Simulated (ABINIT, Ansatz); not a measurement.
## BN: the functional in 2 programs

The structure is hexagonal, space group P6_3mc (No. 186). Conventional cell: a = 2.554 Å, b = 2.554 Å, c = 4.227 Å, α = 90.00°, β = 90.00°, γ = 120.00°. Around N (site symmetry 3m) lie 4 B at 1.57 to 1.58 Å. Around B (site symmetry 3m) lie 4 N at 1.57 to 1.58 Å.

Measurements of this composition are mostly on another form, of space group No. 194.

Kept alike: task band structure; k mesh 12 × 12 × 6; occupations fermi-dirac, width 0.05 eV; no spin polarisation. The mesh is that of the run's cell of 4 atoms. No spin-orbit coupling.

- A: ABINIT, JTH PAW PBE v2.0, made for PBE, cutoff 844 eV
- B: Ansatz, all-electron LAPW, scalar-relativistic

| functional | A: band gap on the mesh (eV) | B: band gap on the mesh (eV) |
| --- | --- | --- |
| LDA | 4.969 | 4.978 |
| PBE | 5.189 | 5.204 |
| PBEsol | 4.962 | 4.976 |

Values on potentials made for another functional: A at LDA, PBEsol. A gap on the mesh can miss an edge between its points.

Question: How large is the effect of the functional, and do the programs agree on it?

Answer: From PBEsol to PBE the band gap on the mesh moves by +0.227 in A, +0.228 in B (eV). Row by row the programs differ by 0.009 to 0.015, and over this span the shifts, as printed, agree within 1 %. Shifts from PBEsol: LDA +0.007, +0.002; PBE +0.227, +0.228; the programs' shifts differ by up to 0.005.
